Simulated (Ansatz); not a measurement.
## How Ag stores the work of compression

All numbers below come from DFT r2SCAN, scalar-relativistic, plane waves, PAW in Ansatz. Run with 500 eV cutoff, 18×18×6 k-mesh, Gaussian smearing of 0.10 eV, no spin polarisation.

Starting point, cell and atoms relaxed:

```
Ag
1.0
     2.90339    0.00000    0.00000
    -1.45169    2.51441    0.00000
     0.00000    0.00000    9.48337
Ag
4
Direct
  0.00000 0.00000 0.00000
  0.00000 0.00000 0.50000
  0.33333 0.66667 0.25000
  0.66667 0.33333 0.75000
```

Cell and atoms were relaxed at each target pressure within the start's symmetry (P6_3/mmc), at zero temperature; other phases can be more stable under pressure. H = E + PV with P the target; E is the free energy at the smearing used, whose derivative the pressure is, per atom and counted from zero pressure.

```tsv
P (GPa)	V (Å³/atom)	E − E0 (meV)	H − H0 (meV)
0	17.308	0.0	0.0
2	16.989	1.9	214.0
5	16.575	10.9	528.2
10	16.007	37.1	1036.2
20	15.149	116.0	2007.0
40	13.992	327.2	3820.3
```

Q: Thermodynamics gives dH/dP = V along a relaxed path. Integrate V over P by the trapezoid rule and compare with the computed enthalpies.

A: With 1 eV/Å³ = 160.22 GPa, each step adds the mean volume times ΔP / 160.22:
```tsv
P (GPa)	∫V dP (meV)	H − H0 (meV)	difference (meV)
2	214.1	214.0	0.0
5	528.3	528.2	0.2
10	1036.7	1036.2	0.5
20	2009.0	2007.0	2.0
40	3827.8	3820.3	7.5
```

V(P) curves upward, so the trapezoid rule runs high; integrating a smooth curve through the same points (P as a polynomial of degree 4 in ln V) puts that excess at about 7.3 meV at 40 GPa, against the 7.5 meV found.

Q: At 40 GPa, how much of the enthalpy change is stored energy and how much is the PV term?

A: E rises by 327 meV/atom and PV is 40 × 13.992 / 160.22 = 3493 meV/atom, so PV makes 91 % of ΔH. So between rival structures at high pressure a small difference in volume can outweigh the difference in energy: 1 % of this volume is worth 34.9 meV/atom at this pressure.

Q: What bulk modulus do the lowest pressures give?

A: From the pressures that the runs reached, -1.99 GPa (17.670 Å³) and 2.00 GPa (16.989 Å³), B = −ΔP/Δln V = 3.99 / 0.0393 = 102 GPa, a mean over that range.

This form isn't the element's structure at ambient conditions.

Silver stiffens markedly under compression: the first 10 GPa take the volume from 17.308 to 16.007 Å³/atom, while the whole step from 20 to 40 GPa removes less than that. The likely reason is the filled 4d shell. As the atoms approach, d-shell overlap brings Pauli repulsion and the kinetic energy of the sp electrons rises, both faster than the cohesion gained. Stored energy starts from a minimum and so grows roughly quadratically with pressure at first, whereas PV grows almost linearly. This is why the energy's share of the enthalpy is tiny at 2 GPa and still modest at 40 GPa.

Most of that PV term would be common to any rival phase and cancels in a comparison. Between close-packed stackings, which share the same number of nearest neighbours, volumes probably differ by much less than 1 %, so the stacking energy may still matter there; a more open structure would feel the volume term more. The close match between integrated volumes and enthalpies supports the numerical consistency of the curve, not the accuracy of the functional.
